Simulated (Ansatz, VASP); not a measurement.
This is a calculation of BN for VASP 6.6.1.

Contents of INCAR:

```
PREC = Accurate ; ENCUT = 520
EDIFF = 1E-7 ; ISMEAR = -1
SIGMA = 0.05 ; LREAL = False
LASPH = True ; NELM = 80
ALGO = Normal ; ISIF = 2
LWAVE = False ; LCHARG = False
GGA = PE ; NBANDS = 16
```

KPOINTS

```
Automatic mesh
0
Gamma
  12 12 6
```

File POSCAR:

```
BN
1.0
    2.5539396017      0.0000000000      0.0000000000
   -1.2769698009      2.2117765748      0.0000000000
    0.0000000000      0.0000000000      4.2268550000
N B
2 2
Direct
    0.3334880000      0.6536870000      0.1223270000
    0.6682570000      0.3213090000      0.6214650000
    0.3232690000      0.6717890000      0.4884910000
    0.6967360000      0.3469010000      0.9952160000
```

Potentials or basis: VASP PAW PBE potentials, release 64 (N, B).

The run is started by

```sh
$ cat potpaw_PBE.64/N/POTCAR potpaw_PBE.64/B/POTCAR > POTCAR
$ mpirun -np 1 vasp_std > vasp.out
```

**Question.** Translate it to Ansatz 0.2.0. Potentials there: Ansatz PAW.

**Answer.** As run (the cutoff follows the program's own potentials):

File input.yaml:

```yaml
crystal:
  lattice:
    - [2.5539396017, 0.0, 0.0]
    - [-1.2769698009, 2.2117765748, 0.0]
    - [0.0, 0.0, 4.226855]
  atoms:
    - { symbol: "N", position: [0.333488, 0.653687, 0.122327] }
    - { symbol: "N", position: [0.668257, 0.321309, 0.621465] }
    - { symbol: B, position: [0.323269, 0.671789, 0.488491] }
    - { symbol: B, position: [0.696736, 0.346901, 0.995216] }
hamiltonian:
  xc: pbe
  pseudopotentials: { kind: paw }
kpoints:
  mp_grid: { grid: [12, 12, 6] }
scf:
  occupations: { method: fermi_dirac, width: 0.05 }
output:
  forces: true
  stress: true
  eigenvalues: true
```

Potentials or basis: Ansatz PAW.

Command:

```sh
$ ansatz run input.yaml --threads 2 --pin off --max-ram 5120MiB --backend cpu --events-out ev --progress --plain --runs-dir out
```

Both were run:

|  | VASP | Ansatz | Ansatz less VASP |
| --- | --- | --- | --- |
| gap on the k mesh at the Fermi level (eV) | 4.47 | 4.49 | +0.016 |
| least direct gap on the mesh (eV) | 7.37 | 7.38 | +0.009 |
| pressure (GPa) | 1.5 | 1.3 | -0.22 |
| largest component of the traceless stress (GPa) | 1.24 | 1.17 | -0.065 |
| rms of the force components (eV/Å) | 0.903 | 0.898 | -0.0051 |

Atom by atom the forces differ by 0.006 eV/Å (rms over components).

Caveats: the pressure holds a Pulay correction of +1.1 GPa for the finite cutoff (Ansatz). A k mesh can miss the band edges.
